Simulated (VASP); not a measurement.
# SiC (Fm-3m) in VASP: a series of runs, part 2 of 2

VASP 6.6.1.

### Step 3. Relaxation of cell and atoms, r2SCAN

This run uses another cell than the first one, of 9.52 Å³/atom, 1.167 times its volume.

File POSCAR:

```
SiC
1.0
    0.0000000000      2.1192710500      2.1192710500
    2.1192710500      0.0000000000      2.1192710500
    2.1192710500      2.1192710500      0.0000000000
Si C
1 1
Direct
    0.0000000000      0.0000000000      0.0000000000
    0.5000000000      0.5000000000      0.5000000000
```

File INCAR.step1:

```
PREC = Accurate
ENCUT = 600
ISMEAR = 0
SIGMA = 0.1
LREAL = False
LASPH = True
NELM = 100
GGA = PE
ALGO = Normal
EDIFF = 1E-4
LWAVE = True
LCHARG = False
```

File INCAR.step2:

```
PREC = Accurate
ENCUT = 600
EDIFF = 1E-6
ISMEAR = 0
SIGMA = 0.1
LREAL = False
LASPH = True
NELM = 100
ALGO = Normal
ISIF = 3
LWAVE = False
LCHARG = False
METAGGA = R2SCAN
LMIXTAU = True
IBRION = 2
NSW = 100
EDIFFG = -0.05
ISTART = 1
```

File KPOINTS:

```
Automatic mesh
0
Gamma
  8 8 8
```

Potentials or basis: VASP PAW PBE potentials, release 64 (Si, C).

On the command line:

```
cat potpaw_PBE.64/Si/POTCAR potpaw_PBE.64/C/POTCAR > POTCAR
cp INCAR.step1 INCAR
mpirun -np 1 vasp_std > vasp.out
cp INCAR.step2 INCAR
mpirun -np 1 vasp_std > vasp.out
```

OUTCAR:

```text
PREC = Accurate
   ENCUT = 600
   EDIFF = 1E-6
   ISMEAR = 0
   LREAL = False
   LASPH = True
   NELM = 100
   ISIF = 3
   METAGGA = R2SCAN
   IBRION = 2
   NSW = 100
   EDIFFG = -0.05
   ISTART = 1

 ion  position               nearest neighbor table
   1  0.000  0.000  0.000-   2 2.12   2 2.12   2 2.12   2 2.12   2 2.12   2 2.12
   2  0.500  0.500  0.500-   1 2.12   1 2.12   1 2.12   1 2.12   1 2.12   1 2.12

  LATTYP: Found a face centered cubic cell.
 ALAT       =     4.2385421000

  Lattice vectors:

 A1 = (   0.0000000000,   2.1192710500,   2.1192710500)
 A2 = (   2.1192710500,   0.0000000000,   2.1192710500)
 A3 = (   2.1192710500,   2.1192710500,   0.0000000000)

Analysis of symmetry for initial positions (statically):
=====================================================================
 Subroutine PRICEL returns:
[... 253 lines left out ...]

  energy without entropy =      -17.66104453  energy(sigma->0) =      -17.66169438

 E-fermi :  12.7534     XC(G=0): -13.5049

 val. band max:       12.7027000435   @ k =  -0.1250   0.1250   0.0000
 cond. band min:      12.8853844838   @ k =   0.3750   0.3750   0.0000
 fundamental gap:      0.1826844403
 Fermi energy:        12.7534171798

 k-point     1 :       0.0000    0.0000    0.0000
  band No.  band energies     occupation
      1      -6.9675      2.00000
      2      12.6687      1.76890
      3      12.6687      1.76890
      4      12.6687      1.76889
      5      21.0954      0.00000
      6      22.0643      0.00000
      7      22.0643      0.00000
      8      22.0643      0.00000
[... 243 lines left out ...]
 k-point    24 :      -0.3750    0.2500    0.1250
  band No.  band energies     occupation
      1      -0.7177      2.00000
      2       1.6078      2.00000
      3       7.6155      2.00000
      4       9.1729      2.00000
      5      17.1491      0.00000
      6      19.5378      0.00000
      7      23.3409      0.00000
      8      26.0571      0.00000

 [... further k-points ...]
[... 5 lines left out ...]
  --------------------------------------------------------------------------------------
  -------------------------------------------------------------------------------------
  Total       -0.0452521     -0.0452521     -0.0452521     -0.0000000     -0.0000000      0.0000000
  in kB       -4.4396303     -4.4396303     -4.4396303     -0.0000000     -0.0000000      0.0000000
  external PRESSURE =      -4.4396303 kB  Pullay stress =       0.0000000 kB
[... 17 lines left out ...]
  FREE ENERGIE OF THE ION-ELECTRON SYSTEM (eV)
  ---------------------------------------------------
  free  energy   TOTEN  =       -17.6623442240 eV

  energy  without entropy=      -17.6610445263  energy(sigma->0) =      -17.66169438

 reached required accuracy - stopping structural energy minimisation
```

OUTCAR.step1:

```text
PREC = Accurate
   ENCUT = 600
   ISMEAR = 0
   LREAL = False
   LASPH = True
[... 486 lines left out ...]
      0.00000      0.00000      0.00000        -0.000000      0.000000      0.000000
      2.11927      2.11927      2.11927         0.000000     -0.000000     -0.000000
 -----------------------------------------------------------------------------------
    total drift:                               -0.000000     -0.000000      0.000000

  FREE ENERGIE OF THE ION-ELECTRON SYSTEM (eV)
  ---------------------------------------------------
  free  energy   TOTEN  =       -13.3910491834 eV

  energy  without entropy=      -13.3866723031  energy(sigma->0) =      -13.38886074
```

OSZICAR.step1:

```text
N       E                     dE             d eps       ncg     rms          rms(c)
DAV:   1     0.430784198942E+01    0.43078E+01   -0.43146E+03   472   0.951E+02
DAV:   2    -0.142803509001E+02   -0.18588E+02   -0.18097E+02   696   0.102E+02
DAV:   3    -0.145621125120E+02   -0.28176E+00   -0.28057E+00   560   0.155E+01
DAV:   4    -0.145630850222E+02   -0.97251E-03   -0.97251E-03   736   0.810E-01
DAV:   5    -0.145630880570E+02   -0.30348E-05   -0.30348E-05   568   0.181E-02    0.694E+00
DAV:   6    -0.133829483492E+02    0.11801E+01   -0.58632E+00   496   0.130E+01    0.268E+00
DAV:   7    -0.133897551774E+02   -0.68068E-02   -0.13252E-01   640   0.315E+00    0.125E+00
DAV:   8    -0.133906461561E+02   -0.89098E-03   -0.38550E-03   576   0.680E-01    0.257E-01
DAV:   9    -0.133910186352E+02   -0.37248E-03   -0.53613E-04   656   0.244E-01    0.103E-01
DAV:  10    -0.133910491834E+02   -0.30548E-04   -0.90195E-05   392   0.750E-02
   1 F= -.13391049E+02 E0= -.13388861E+02  d E =-.437688E-02
```

Run time: 42 s. Hardware: 1 thread of Intel Xeon Platinum 8259CL at 2.50GHz (Skylake/Cascade Lake), shared host; peak memory 0.14 GiB.

What came out:

| Property | Result |
| --- | --- |
| Free energy | -17.6623 eV |
| Relaxed volume | 8.17 Å³/atom |
| Relaxed cell | a = 2.848 Å, b = 2.848 Å, c = 2.848 Å, α = 60.00°, β = 60.00°, γ = 60.00° |
| Space group after relaxing (to 0.05 Å) | Fm-3m (No. 225) |
| Energy gained by relaxing | 137.7 meV/atom |
| Ionic steps | 3 |
| Pressure after relaxing | -0.4 GPa |
| Band gap on the k mesh | none (metal or under the smearing width) |

Step by step:
```
step  energy change (eV)  largest force (eV/Å)  pressure (GPa)  volume (Å³)
   1              0.0000                0.0000          -27.05        19.04
   2             -0.1586                0.0000           29.18        14.94
   3             -0.2754                0.0000           -0.44        16.33
```

Final structure:
```
CELL_PARAMETERS angstrom
0.00000 2.01368 2.01368
2.01368 0.00000 2.01368
2.01368 2.01368 0.00000
ATOMIC_POSITIONS crystal
Si 0.00000 0.00000 0.00000
C 0.50000 0.50000 0.50000
```

Caveat: the PAW data sets were made with another functional, which shifts forces and pressure a little; the relaxation stopped at a loose force limit of 0.05 eV/Å, so its end isn't a converged minimum.

### Step 4. Single point, r2SCAN

This run uses another cell than the first one, of 9.52 Å³/atom, 1.167 times its volume.

POSCAR is that of step 3.

File INCAR.step1:

```
  PREC = Accurate
  ENCUT = 520
  ISMEAR = 0
  SIGMA = 0.1
  LREAL = F
  LASPH = T
  NELM = 100
  NBANDS = 11
  GGA = PE
  ALGO = Normal
  EDIFF = 1E-4
  LWAVE = T
  LCHARG = F
```

File INCAR.step2:

```
  PREC = Accurate
  ENCUT = 520
  EDIFF = 1E-6
  ISMEAR = 0
  SIGMA = 0.1
  LREAL = F
  LASPH = T
  NELM = 100
  ALGO = Normal
  ISIF = 2
  LWAVE = F
  LCHARG = T
  METAGGA = R2SCAN
  LMIXTAU = T
  LELF = T
  LVHAR = T
  NBANDS = 11
  ISTART = 1
```

KPOINTS is that of step 3.

On the command line:

```
cat potpaw_PBE.64/Si/POTCAR potpaw_PBE.64/C/POTCAR > POTCAR
cp INCAR.step1 INCAR
mpirun -np 1 vasp_std > vasp.out
cp INCAR.step2 INCAR
mpirun -np 1 vasp_std > vasp.out
```

Wall time 9.3 s (1 thread of Intel Xeon 6975P-C (Granite Rapids), shared host); peak memory 0.14 GiB.

It converged, with:

* Free energy: -17.3853 eV
* Pressure: -26.9 GPa
* Band gap on the k mesh: none (metal or under the smearing width)

Levels at points of the mesh, in eV from the Fermi level:
```tsv
k point	band 2	band 3	band 4	band 5	band 6	band 7
(0.00, 0.00, 0.00)	0.16	0.16	0.16	5.84	9.56	9.56
(0.50, 0.00, 0.00)	-10.77	-0.64	-0.64	5.21	5.21	5.71
(0.50, 0.50, 0.00)	-8.81	-3.84	-3.84	-1.47	3.76	14.12
```

Caveat: so large a pressure means that the cell lies far from this level's equilibrium, or that cutoff or potentials fall short; the potentials were made for another functional, which shifts forces and pressure.

### Step 5. The runs side by side

```csv
task,cell,cutoff (eV),gap on the mesh (eV),pressure (GPa)
single point,"Fm-3m, 8.15 Å³/atom",520,none,0.3
relaxation of cell and atoms,relaxed,600,none,-0.4
single point,"Fm-3m, 9.52 Å³/atom",520,none,-26.9
```

Alike in all rows: level r2SCAN; potentials or basis VASP PAW PBE potentials, release 64 (Si, C); no spin polarisation; k mesh 8 × 8 × 8; smearing gaussian 0.1 eV.

Caveats: the PAW data sets were made with another functional, which shifts forces and pressure a little (some runs); the relaxation stopped at a loose force limit of 0.05 eV/Å, so its end isn't a converged minimum (some runs); so large a pressure means that the cell lies far from this level's equilibrium, or that cutoff or potentials fall short (some runs); the potentials were made for another functional, which shifts forces and pressure (some runs).

Total energies depend on the potentials used, so only differences within one code and one set of settings carry meaning.
